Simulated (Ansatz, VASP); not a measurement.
**Si (linear Si chain) in two plane-wave programs**

Aim: how closely do two programs agree when they are given the same cell, functional and k mesh? The structure shown is the end of the Ansatz relaxation below.

Program: Ansatz 0.2.0. Level of theory: plane waves, with VASP 6.6.1 beside it; single point at RPBE. Results are calculated unless marked as measured.

### Step 1. The structure

The cell holds 1 atom: 1 Si. Cell: a = 7.500 Å, b = 7.500 Å, c = 2.241 Å, α = 90.0°, β = 90.0°, γ = 90.0°. Vacuum lies along a and b. The structure's axis is c.

### Step 2. Ansatz: relaxation, RPBE

Ansatz runs on its default PAW (the set named soft_2) files.

This run makes the geometry at which the two programs are then compared.

Input file input.yaml:

```yaml
crystal:
  lattice:
    - [7.5, 0.0, 0.0]
    - [0.0, 7.5, 0.0]
    - [0.0, 0.0, 2.0646]
  atoms:
    - { symbol: Si, position: [0.5, 0.5, 0.0], spin: 0.3 }
magnetization:
  spin_polarized: true
kpoints:
  mp_grid: { grid: [1, 1, 39] }
scf:
  occupations: { method: fermi_dirac, width: 0.05 }
hamiltonian:
  xc: rpbe
relax:
  cell: { fix: [a, b, alpha, beta, gamma] }
  max_steps: 60
```

On the command line:

```sh
$ ansatz run input.yaml --threads 4 --pin off --max-ram 8192MiB --backend cpu --events-out ev --progress --plain --runs-dir out
```

Numbers of over 12 decimals in the logs are rounded to 6 here.

What it wrote:

```text
Engine: ansatz 0.2.0, aarch64-unknown-linux-gnu
Pseudopotentials: kind: paw
Pseudopotential: Si, paw, valence charge 4, recommended cutoff 420 eV (normal), Si.paw.azcp
Functional definition: RPBE
  parameter kappa = 0.804
  parameter beta = 0.066725
  exchange = rpbe_x(kappa = kappa, mu = beta*pi^2/3)
  correlation = pbe_c(beta = beta)
Crystal: 1 atoms, lattice volume = 116.134 Å³
Basis set: ecut = 420 eV, 2279 PW (Γ), exchange–correlation on 108×108×30 points (8 copies of the dense FFT grid, shifted against one another)
Bands: 7, of which v1, the nominal top of the filled ones, is band 2 counted from 1 (1 counted from 0)
Symmetry: 16 space group operations
Space group: P4/mmm (ITA 123), of the structure as read, at distance tolerance 4.9e-5 Å
Magnetic group: BNS 123.339 (UNI 999), of the structure as read, at distance tolerance 4.9e-5 Å
k-points: 20 of 39
Non-local potential: Si, projectors of the file, l = 0: 2, l = 1: 2, l = 2: 2
PAW form: soft (Blöchl's): semilocal exchange-correlation on the pseudo side does not see the compensation charge
PAW frozen core: Si, regenerated for the run's functional, and the local potential with it (the file was generated under x = pbe(κ = 0.804, μ = 0.219515), c = pbe(β = 0.066725))
PAW one-centre angular grid: Si, 110 points (default); XC on 64 Gauss nodes
Initial density: superposition of atomic densities (neutral atoms: chi_scale 0, normalization atom)
Starting moments: Σ|m| = 0.3 μB on 1 of 1 site
Initial wavefunctions: pseudopotential atomic-orbital guess
Functional: x = rpbe, c = pbe(β = 0.066725)
SCF iter   1: F=—  HF=-637.088950 eV  |F-HF|=—  |Δ(HF+E_count)|=         —  Δρ=1.08e-2 (↑8.56e-3 ↓1.08e-2)  dr2=5.22e-1  dr2_m=4.86e-3  M=0.114 μB ∫|m|=0.114 μB  β_m=0.30  ethr=3.10e-3  ⟨swp⟩=6.4  Hψ=3093  notcnv=0
preconditioner: auto → LDOS  [metal: Δε(μ)=0.043 eV  Ē_g=8.889 eV  σ=0.050 eV  W_gap=0.21  n_scr=8 (ndim 8)  ℏωp=5.9 eV  f_vac=0.507  D(μ)=1.17/eV (n_scr^D=8)]
spin=Collinear: LDOS preconditioning applied to the charge; magnetization (m = ρ↑ − ρ↓) channel mixes plain (no charge-response kernel on spin).
SCF iter   2: F=—  HF=-636.981695 eV  |F-HF|=—  |Δ(HF+E_count)|=   1.07e-1  Δρ=7.26e-3 (↑5.50e-3 ↓7.26e-3)  dr2=2.36e-1  dr2_m=3.42e-3  M=0.085 μB ∫|m|=0.085 μB  β_m=0.30  ethr=3.10e-3  ⟨swp⟩=1.9  Hψ=712  notcnv=0  defer=19
preconditioner: auto → none  [insulator: Δε(μ)=0.111 eV  Ē_g=8.929 eV  σ=0.050 eV  W_gap=0.50  n_scr=8 (ndim 8)  ℏωp=6.0 eV  f_vac=0.525  D(μ)=0.92/eV (n_scr^D=8)  ε∞_Penn≈1.5]
SCF iter   3: F=—  HF=-636.895376 eV  |F-HF|=—  |Δ(HF+E_count)|=   8.63e-2  Δρ=2.12e-3 (↑2.12e-3 ↓1.79e-3)  dr2=6.23e-3  dr2_m=2.16e-3  M=0.065 μB ∫|m|=0.066 μB  β_m=0.30  ethr=3.10e-3  ⟨swp⟩=2.5  Hψ=525  notcnv=0  defer=19
SCF iter   4: F=—  HF=-636.901176 eV  |F-HF|=—  |Δ(HF+E_count)|=   5.80e-3  Δρ=1.41e-3 (↑1.03e-3 ↓1.41e-3)  dr2=2.07e-3  dr2_m=1.28e-3  M=0.055 μB ∫|m|=0.056 μB  β_m=0.30  ethr=1.56e-4  ⟨swp⟩=2.8  Hψ=512  notcnv=0  defer=20
SCF iter   5: F=—  HF=-636.903469 eV  |F-HF|=—  |Δ(HF+E_count)|=   2.29e-3  Δρ=8.62e-4 (↑8.62e-4 ↓8.32e-4)  dr2=1.48e-5  dr2_m=7.60e-4  M=0.048 μB ∫|m|=0.049 μB  β_m=0.30  ethr=5.19e-5  ⟨swp⟩=2.6  Hψ=506  notcnv=0  defer=20
SCF iter   6: F=—  HF=-636.904205 eV  |F-HF|=—  |Δ(HF+E_count)|=   7.36e-4  Δρ=6.64e-4 (↑6.64e-4 ↓6.50e-4)  dr2=4.27e-6  dr2_m=4.58e-4  M=0.042 μB ∫|m|=0.044 μB  β_m=0.30  ethr=3.70e-7  ⟨swp⟩=2.5  Hψ=450  notcnv=0  defer=20
SCF iter   7: F=—  HF=-636.904659 eV  |F-HF|=—  |Δ(HF+E_count)|=   4.54e-4  Δρ=5.16e-4 (↑5.13e-4 ↓5.16e-4)  dr2=2.04e-7  dr2_m=2.82e-4  M=0.038 μB ∫|m|=0.040 μB  β_m=0.30  ethr=1.07e-7  ⟨swp⟩=2.1  Hψ=399  notcnv=0  defer=20
Mixer restart at iter 7: flushing history
spin-set hold released at iteration 7 (site moments contracting): the magnetisation degrees of freedom join the quasi-Newton model from the next iteration; the mixer history was flushed
SCF iter   8: F=—  HF=-636.904934 eV  |F-HF|=—  |Δ(HF+E_count)|=   2.76e-4  Δρ=4.09e-4 (↑4.09e-4 ↓4.09e-4)  dr2=5.47e-8  dr2_m=1.78e-4  M=0.034 μB ∫|m|=0.036 μB  β_m=0.57  ethr=5.09e-9  ⟨swp⟩=2.8  Hψ=398  notcnv=0  defer=20
SCF iter   9: F=—  HF=-636.905457 eV  |F-HF|=—  |Δ(HF+E_count)|=   5.22e-4  Δρ=1.29e-4 (↑1.28e-4 ↓1.29e-4)  dr2=9.39e-9  dr2_m=1.76e-5  M=0.018 μB ∫|m|=0.020 μB  β_m=0.82  ethr=1.37e-9  ⟨swp⟩=4.1  Hψ=516  notcnv=0  defer=20
SCF iter  10: F=—  HF=-636.905615 eV  |F-HF|=—  |Δ(HF+E_count)|=   1.58e-4  Δρ=4.60e-5 (↑4.60e-5 ↓4.54e-5)  dr2=9.94e-8  dr2_m=2.21e-6  M=0.007 μB ∫|m|=0.008 μB  β_m=0.91  ethr=2.35e-10  ⟨swp⟩=4.8  Hψ=582  notcnv=0  defer=20
SCF iter  11: F=—  HF=-636.905635 eV  |F-HF|=—  |Δ(HF+E_count)|=   1.96e-5  Δρ=3.58e-6 (↑3.58e-6 ↓2.74e-6)  dr2=8.58e-8  dr2_m=3.60e-9  M=0.000 μB ∫|m|=0.000 μB  β_m=0.78  ethr=2.35e-10  ⟨swp⟩=6.4  Hψ=852  notcnv=0
[...]
SCF iter   5: F=—  HF=-637.007458 eV  |F-HF|=—  |Δ(HF+E_count)|=   1.55e-8  Δρ=9.58e-7 (↑9.58e-7 ↓9.48e-7)  dr2=8.35e-11  dr2_m=1.02e-9  M=0.000 μB ∫|m|=0.000 μB  β_m=0.88  ethr=1.20e-10  ⟨swp⟩=2.1  Hψ=363  notcnv=0
SCF iter   6: F=—  HF=-637.007458 eV  |F-HF|=—  |Δ(HF+E_count)|=   4.29e-9  Δρ=2.48e-7 (↑2.42e-7 ↓2.48e-7)  dr2=6.71e-12  dr2_m=6.79e-11  M=0.000 μB ∫|m|=0.000 μB  β_m=0.94  ethr=2.09e-12  ⟨swp⟩=2.4  Hψ=385  notcnv=0
SCF iter   7: F=-637.007458 eV  HF=-637.007458 eV  |F-HF|=7.05e-12  |Δ(HF+E_count)|=  7.44e-10  Δρ=5.02e-8 (↑5.02e-8 ↓4.77e-8)  dr2=4.79e-13  dr2_m=2.71e-12  M=0.000 μB ∫|m|=0.000 μB  ethr=1.00e-12  ⟨swp⟩=6.0  Hψ=825  notcnv=0
the starting moments were not kept: the SCF closed with an absolute magnetisation of 3.9e-6 μB, where they sum to 0.3 μB in size (1 site). That is at most 0.1 of that sum. Measured as dr2_m measures the in/out step, that magnetisation stands 2.1e-12 eV from none, at or under the dr2_threshold of 1.0e-11 eV: it is no larger than a step whose dr2_m would equal this threshold.
SCF 6 converged in 7 iterations: F = -637.007458 eV  dr2 = 4.79e-13
relax step   6: F+E_penalty+E_count = -637.00745789 eV  Δ(F+E_penalty+E_count) = -3.138e-4 eV  max|allowed force component| = 0.000e0 eV/Å  Δτ_max = 0.0000 Å  P = +0.124 GPa  Ω = 125.921 Å³  energy of the carried Pulay correction = -1.377e-4 eV  fix = [a, b, alpha, beta, gamma]  reactions: a +0.158, b +0.158 GPa  (7 SCF iters, accepted)
[...]
relax step   7: F+E_penalty+E_count = -637.00747928 eV  Δ(F+E_penalty+E_count) = -2.139e-5 eV  max|allowed force component| = 0.000e0 eV/Å  Δτ_max = 0.0000 Å  P = +0.103 GPa  Ω = 126.064 Å³  energy of the carried Pulay correction = -1.396e-4 eV  fix = [a, b, alpha, beta, gamma]  reactions: a +0.158, b +0.158 GPa  (6 SCF iters, dr2 threshold 8.05e-9 eV, accepted)
[...]
relax step   8: F+E_penalty+E_count = -637.00805836 eV  Δ(F+E_penalty+E_count) = -5.791e-4 eV  max|allowed force component| = 0.000e0 eV/Å  Δτ_max = 0.0000 Å  P = +0.110 GPa  Ω = 126.064 Å³  fix = [a, b, alpha, beta, gamma]  reactions: a +0.160, b +0.160 GPa  stress off target by 1.11e-2 GPa on what of the cell is left free  SCF on the basis re-selected at this cell (its energy is not comparable with the rows above)  (7 SCF iters)
basis re-selected at this cell: Δ(F+E_penalty+E_count) = -5.791e-4 eV, ΔP = +0.007 GPa vs the last step (what re-selecting the basis moved, of the pressure what is left beyond the Pulay correction that the steps carried, after the strain that the cell walked since its last selection, with what the two solves' SCF thresholds leave and, on support functions, any second-order correction that the steps lacked; it is no measure of the basis error at this ecutwfc). This SCF's stress stands 1.11e-2 GPa from its target on what of the cell is left free (relax.cell.stress_tol is 5.00e-2 GPa) and its largest allowed force component is 0.00e0 eV/Å (relax.f_tol is 1.00e-2 eV/Å): [rest of the remark cut]
SCF converged after 7 iterations
Magnetization: -0.0000 μB (2.0000 up, 2.0000 down)
Absolute magnetization: 0.0000 μB (∫|ρ↑−ρ↓|, with the PAW one-centre terms)
Spin contamination: 0.0000 ħ² per cell (⟨S²⟩ above its minimum at these occupations)
Per-site moments (μB) at R_I (Å): [(-7.547811655768863e-8, 0.924467)]
Free energy (F): -637.008058 eV
Harris-Foulkes:  -637.008058 eV  (|F-HF|=7.84e-11)
Internal energy: -637.000916 eV  (E = F + TS)
E sigma→0 (E₀):  -637.004487 eV
Entropy (-TS):   -0.007142 eV (-7.142 meV/atom)
Fermi energy:    -3.280561 eV
--- Per-component energies (eV) ---
  E_band       = -28.627860
  E_kinetic    = 36.773039
  E_local      = -171.485012  (includes V_loc(G=0)·N_el)
  E_nonlocal   = 25.848123
  E_hartree    = 62.726305
  E_xc         = -53.178094
  E_vxc        = -43.531612  (∫ρ·V_xc dr)
  E_paw        = -515.194575  (= ΣΔE_a)
  E_vpaw       = -1.685039  (= ΣTr[D̂ρ^β])
  E_aug_tail   = 0.000008  (compensation charges beyond the density's cutoff)
  E_ewald      = -22.466727
  E_core_change = -0.023983  (= ΣΔE_core)
  E_smearing   = -0.007142  (= −TS)
  E_closure    = -0.000000  (closes the sum)
  Σ components = -637.008058   (vs F -637.008058, Δ=0.00e0)
--- Forces (eV/Å), atoms counted from 1 ---
  atom   1  Si     0.00000000     0.00000000     0.00000000
  max |Σ_I F_I| component: 1.58e-30 eV/Å
--- Stress (GPa, compression-positive) ---
        0.159633       0.000000       0.000000
        0.000000       0.159633       0.000000
        0.000000       0.000000       0.011103
  P = ⅓ Tr σ = 0.1101 GPa (1.101 kbar)
--- Relaxed structure (7 steps of the walk, 6 accepted, 1 SCFs on fresh bases) ---
  F+E_penalty+E_count = -637.00805836 eV   max|allowed force component| = 0.000e0 eV/Å   (the final SCF, on the basis selected at the relaxed cell)
  cell:  # Å, volume = 126.0636 Å³
    - [7.5, 0.0, 0.0]
    - [0.0, 7.5, 0.0]
    - [0.0, 0.0, 2.241131]
  atoms:
    - { symbol: Si, position: [0.5, 0.5, 0.0] }
```

### Step 3. VASP: single point, RPBE

The same cell, functional, mesh and smearing now go to VASP, with its own data sets.

Lines of VASP's logs that name or quote its potential files are left out, and so is its time.

Input file INCAR:

```
SYSTEM = Si
PREC = Accurate
ENCUT = 500
EDIFF = 1E-06
NELM = 200
ISMEAR = -1
SIGMA = 0.05
LREAL = .FALSE.
ALGO = Normal
GGA = RP
NBANDS = 8
ISPIN = 2
MAGMOM = -0
LORBIT = 11
LWAVE = .FALSE.
LCHARG = .FALSE.
ISIF = 2
LASPH = .TRUE.
GGA_COMPAT = .FALSE.
```

Input file POSCAR:

```
Si
1.0
    7.5000000000      0.0000000000      0.0000000000
    0.0000000000      7.5000000000      0.0000000000
    0.0000000000      0.0000000000      2.2411313160
Si
1
Direct
    0.5000000000      0.5000000000      0.0000000000
```

Input file KPOINTS:

```
Automatic mesh
0
Gamma
1 1 39
0 0 0
```

Potentials, in the order of the species: Si (PBE family, release 64).

On the command line:

```sh
$ mpirun -np 1 vasp_std
```

What it wrote:

```text
[banner, memory and clock lines left out]
running    1 mpi-ranks, on    1 nodes
 distrk:  each k-point on    1 cores,    1 groups
 distr:  one band on    1 cores,    1 groups

 POSCAR found type information on POSCAR Si
 POSCAR found :  1 types and       1 ions
|                                                                             |
|               ----> ADVICE to this user running VASP <----                  |
|                                                                             |
|     You enforced a specific xc type in the INCAR file but a different       |
|     [... a line on the potential file left out ...]
|     I HOPE YOU KNOW WHAT YOU ARE DOING!                                     |
|                                                                             |

 LDA part: xc-table for (Slater+PW92), standard interpolation
 POSCAR, INCAR and KPOINTS ok, starting setup
 FFT: planning ... GRIDC
 FFT: planning ... GRID_SOFT
 FFT: planning ... GRID
 WAVECAR not read
 entering main loop
       N       E                     dE             d eps       ncg     rms          rms(c)
DAV:   1     0.966745382503E+01    0.96675E+01   -0.13075E+03   640   0.308E+02
DAV:   2    -0.298930158963E+01   -0.12657E+02   -0.11038E+02   792   0.396E+01
DAV:   3    -0.337704142230E+01   -0.38774E+00   -0.38576E+00   888   0.935E+00
DAV:   4    -0.338019077977E+01   -0.31494E-02   -0.31486E-02  1032   0.998E-01
DAV:   5    -0.338022564925E+01   -0.34869E-04   -0.34870E-04   896   0.666E-02    0.298E+00
DAV:   6    -0.330257465238E+01    0.77651E-01   -0.65386E-02   800   0.885E-01    0.171E+00
DAV:   7    -0.326464756489E+01    0.37927E-01   -0.12331E-01   736   0.123E+00    0.159E-01
DAV:   8    -0.326123078620E+01    0.34168E-02   -0.51446E-03   840   0.409E-01    0.108E-01
DAV:   9    -0.326119881049E+01    0.31976E-04   -0.13584E-04   808   0.670E-02    0.977E-02
DAV:  10    -0.326123577956E+01   -0.36969E-04   -0.87194E-05   696   0.668E-02    0.529E-02
DAV:  11    -0.326146942456E+01   -0.23365E-03   -0.41184E-04   640   0.997E-02    0.489E-02
DAV:  12    -0.326148849586E+01   -0.19071E-04   -0.10580E-05   800   0.172E-02    0.372E-02
DAV:  13    -0.326155421966E+01   -0.65724E-04   -0.10709E-05   640   0.221E-02    0.635E-03
DAV:  14    -0.326160016763E+01   -0.45948E-04   -0.14253E-05   656   0.179E-02    0.128E-02
DAV:  15    -0.326160550777E+01   -0.53401E-05   -0.84833E-07   728   0.415E-03    0.118E-03
DAV:  16    -0.326160801156E+01   -0.25038E-05   -0.39325E-07   648   0.406E-03    0.282E-03
DAV:  17    -0.326160806968E+01   -0.58124E-07   -0.57871E-08   696   0.199E-03
   1 F= -.32616081E+01 E0= -.32580402E+01  d E =-.713578E-02  mag=     0.0000
```

From OUTCAR (step 3):

```text
ion  position               nearest neighbor table
   1  0.500  0.500  0.000-

  LATTYP: Found a simple tetragonal cell.
 ALAT       =     7.5000000000
 C/A-ratio  =     0.2988175088

 Subroutine GETGRP returns: Found 16 space group operations
 (whereof 16 operations were pure point group operations)

The static configuration has the point symmetry D_4h.

 Found     20 irreducible k-points:

   k-points           NKPTS =     20   k-points in BZ     NKDIM =     20   number of bands    NBANDS=      8

   dimension x,y,z NGX =    56 NGY =   56 NGZ =   16
   dimension x,y,z NGXF=   112 NGYF=  112 NGZF=   32

   ENCUT  =  500.0 eV  36.75 Ry    6.06 a.u.  13.67 13.67  4.09*2*pi/ulx,y,z

   NELECT =       4.0000    total number of electrons

 k-points in reciprocal lattice and weights: Automatic mesh
   0.00000000  0.00000000  0.00000000       0.026
   0.00000000  0.00000000  0.02564103       0.051
   0.00000000  0.00000000  0.05128205       0.051
   0.00000000  0.00000000  0.07692308       0.051
   0.00000000  0.00000000  0.10256410       0.051
   0.00000000  0.00000000  0.12820513       0.051
   0.00000000  0.00000000  0.15384615       0.051
   0.00000000  0.00000000  0.17948718       0.051
   0.00000000  0.00000000  0.20512821       0.051
[...]
0.00000000  0.00000000  0.46153846       0.051
   0.00000000  0.00000000  0.48717949       0.051

 average (electrostatic) potential at core
       1 -92.8662

 E-fermi :  -3.3480

 spin component 1
 k-point     1 :       0.0000    0.0000    0.0000
  band No.  band energies     occupation
      1     -12.5491      1.00000
      2      -4.5571      1.00000
      3      -4.5571      1.00000
      4       0.1531      0.00000
      5       1.6245      0.00000
      6       2.7144      0.00000
      7       3.4713      0.00000
      8       3.4713      0.00000

 k-point     2 :       0.0000    0.0000    0.0256
  band No.  band energies     occupation
      1     -12.5305      1.00000
      2      -4.5391      1.00000
      3      -4.5391      1.00000
      4       0.1716      0.00000
      5       1.6440      0.00000
      6       2.7338      0.00000
      7       3.4907      0.00000
      8       3.4907      0.00000

 k-point     3 :       0.0000    0.0000    0.0513
  band No.  band energies     occupation
      1     -12.4745      1.00000
      2      -4.4852      1.00000
      3      -4.4852      1.00000
      4       0.2271      0.00000
      5       1.7028      0.00000
      6       2.7921      0.00000
      7       3.5489      0.00000
      8       3.5489      0.00000

 k-point     4 :       0.0000    0.0000    0.0769
  band No.  band energies     occupation
      1     -12.3814      1.00000
      2      -4.3953      1.00000
      3      -4.3953      1.00000
      4       0.3190      0.00000
      5       1.8006      0.00000
      6       2.8891      0.00000
      7       3.6458      0.00000
      8       3.6458      0.00000

 k-point     5 :       0.0000    0.0000    0.1026
  band No.  band energies     occupation
      1     -12.2513      1.00000
      2      -4.2694      1.00000
      3      -4.2694      1.00000
      4       0.4464      0.00000
      5       1.9376      0.00000
      6       3.0250      0.00000
      7       3.7815      0.00000
      8       3.7815      0.00000

 k-point     6 :       0.0000    0.0000    0.1282
  band No.  band energies     occupation
      1     -12.0844      1.00000
      2      -4.1077      1.00000
      3      -4.1077      1.00000
      4       0.6074      0.00000
      5       2.1136      0.00000
      6       3.1995      0.00000
      7       3.9559      0.00000
      8       3.9559      0.00000

  Total        0.1226279      0.1226279     -0.0297379      0.0000000     -0.0000000      0.0000000
  in kB        1.5585110      1.5585110     -0.3779470      0.0000000     -0.0000000      0.0000000
  external PRESSURE =       0.9130250 kB  Pullay stress =       0.0000000 kB

  energy-cutoff  :      500.00
  volume of cell :      126.06
      direct lattice vectors                 reciprocal lattice vectors
     7.500000000  0.000000000  0.000000000     0.133333333  0.000000000  0.000000000
     0.000000000  7.500000000  0.000000000     0.000000000  0.133333333  0.000000000
     0.000000000  0.000000000  2.241131316     0.000000000  0.000000000  0.446203216

 POSITION                                       TOTAL-FORCE (eV/Angst)
 -----------------------------------------------------------------------------------
      3.75000      3.75000      0.00000         0.000000      0.000000      0.000000
 -----------------------------------------------------------------------------------
    total drift:                               -0.000000     -0.000000     -0.000000

  FREE ENERGIE OF THE ION-ELECTRON SYSTEM (eV)
  ---------------------------------------------------
  free  energy   TOTEN  =        -3.2616080697 eV

  energy  without entropy=       -3.2544722847  energy(sigma->0) =       -3.25804018

 total charge
# of ion       s       p       d       tot
------------------------------------------
    1        0.850   0.775   0.000   1.625

 magnetization (x)
# of ion       s       p       d       tot
------------------------------------------
    1       -0.000   0.000   0.000  -0.000

[... 5 further parts left out ...]
```

### Step 4. Differences

Known differences besides the potentials themselves: the cutoff is 420 eV in Ansatz and 500 eV in VASP; Ansatz makes its cores anew for this functional, VASP keeps those of its PBE data sets; Ansatz's pressure holds a Pulay correction, VASP's none. Total energies have different zeros and are not compared.

The two programs side by side:

```tsv
quantity	Ansatz	VASP	difference
pressure (GPa)	0.11	0.09	+0.02
```

### Step 5. Results

- difference in pressure (single point, RPBE): 0.019 GPa

The difference in pressure is 0.019 GPa (single point, RPBE), within the 1 GPa picked in this series as the mark of a large difference. Such differences can come from data sets, numerical settings and the points named under the comparisons, not from the functional's error against experiment.

[Lines on the potential files, build, host, timing and source positions are cut from VASP's logs without a mark.]

[Logs are printed without paths, hosts, clocks, repeated set-up lines and the standing remarks that a program may print on its own settings, such as how far it seeks lower states.]

[Hosts, paths, dates, database ids (printed as entryN), source tags and the programs' standing remarks are cut or masked in the printed files.]
